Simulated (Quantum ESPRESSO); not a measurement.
# Cs2SnI6 under changes of volume

One of the cells (43.668 Å³/atom); the others are scaled copies at fixed shape and fractional positions:

```
Cs I Sn
1.0
     0.00000    5.81380    5.81380
     5.81380    0.00000    5.81380
     5.81380    5.81380    0.00000
Cs I Sn
2 6 1
Direct
  0.75000 0.75000 0.75000
  0.25000 0.25000 0.25000
  0.75464 0.75464 0.24536
  0.24536 0.24536 0.75464
  0.75464 0.24536 0.75464
  0.24536 0.75464 0.75464
  0.24536 0.75464 0.24536
  0.75464 0.24536 0.24536
  0.00000 0.00000 0.00000
```

| Property | Result |
| --- | --- |
| Program | Quantum ESPRESSO 7.5 |
| Functional | PBEsol |
| Potentials or basis | GBRV 1.5 PBEsol |
| Cutoff | 925 eV |
| Density cutoff | 7401 eV |
| k mesh | 3 × 3 × 3 |
| Occupations | fermi-dirac, width 0.05 eV |
| Spin | no spin polarisation |

```csv
volume (Å³/atom),energy over the lowest point (meV/atom),pressure (GPa)
41.048,13.39,1.6
41.922,?,?
42.795,1.75,0.5
43.668,0.00,0.1
44.542,0.54,-0.3
45.415,3.10,-0.6
46.289,7.44,-1.0
```

Task: What does the run at 41.922 Å³/atom give?

Result: Energy over the lowest point 6.10 meV/atom; pressure 1.1 GPa.

Worked out: A Birch-Murnaghan fit of order 3 (a polynomial in V^(-2/3)) to the other rows has its minimum at 43.88 Å³/atom with B0 = V·E''(V) = 20 GPa and B' = 5.3 at fixed shape and positions, which overstates the stiffness. It gives 6.09 meV/atom at 41.922 Å³/atom, against the run's 6.10, and -dE/dV = 1.1 GPa, against 1.1.

Energies are extrapolated to zero smearing.
